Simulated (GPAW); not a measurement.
Input of a GPAW 26.7.0 run:

The input run.py:

```python
from ase import Atoms
from ase.filters import FrechetCellFilter
from ase.io import write
from ase.optimize import BFGS
from gpaw import GPAW, PW

atoms = Atoms(['Ti', 'Ti', 'Si', 'Si', 'Si', 'Si'],
              cell=[[0.0, 4.1175163063, 4.2628978354],
                    [2.3895119538, 0.0, 4.2628978354],
                    [2.3895119538, 4.1175163063, 0.0]],
              scaled_positions=[[0.75, 0.75, 0.75],
                                [0.5, 0.5, 0.5],
                                [0.41256561, 0.08743439, 0.41256561],
                                [0.08743439, 0.41256561, 0.08743439],
                                [0.16256561, 0.83743439, 0.16256561],
                                [0.83743439, 0.16256561, 0.83743439]],
              pbc=True)

calc = GPAW(mode=PW(600),
            xc='revPBE',
            kpts={'size': (5, 5, 5), 'gamma': True},
            occupations={'name': 'fermi-dirac', 'width': 0.05},
            nbands=38,
            convergence={'density': 1e-05, 'forces': 0.0001},
            maxiter=150,
            txt='gpaw.txt')
atoms.calc = calc
opt = BFGS(FrechetCellFilter(atoms), trajectory='relax.traj', logfile='-')
done = opt.run(fmax=0.02, steps=60)
calc.write('gs.gpw')
write('result.traj', atoms)
print('Converged:', done)
print('Cell:', atoms.cell.cellpar().round(4))
print('Volume:', round(atoms.get_volume(), 4))
print(atoms.get_scaled_positions().round(5))
```

Potentials or basis: the program's PAW data sets (release 1.2.1) made for this functional, pw.

The run is started by

```bash
$ OMP_NUM_THREADS=1 python run.py
```

Q: Estimate the relaxed cell.

A: a = 5.991 Å, b = 4.948 Å, c = 4.797 Å, α = 75.86°, β = 53.21°, γ = 50.93°.

Q: Estimate the relaxed volume.

A: 14.39 Å³/atom.

Q: Estimate the band gap on the k mesh.

A: None (metal or under the smearing width).

The path:
```tsv
step	energy change (eV)	largest force (eV/Å)	pressure (GPa)	volume (Å³)
1	0.0000	0.0457	4.39	83.88
2	-0.0072	0.0438	3.94	84.11
3	-0.0415	0.0278	0.12	86.23
4	-0.0418	0.0250	-0.02	86.32
5	-0.0420	0.0203	-0.10	86.37
6	-0.0424	0.0084	-0.16	86.41
7	-0.0425	0.0014	-0.11	86.39
8	-0.0425	0.0045	-0.03	86.35
```

Caveat: later steps reuse the first step's grids.
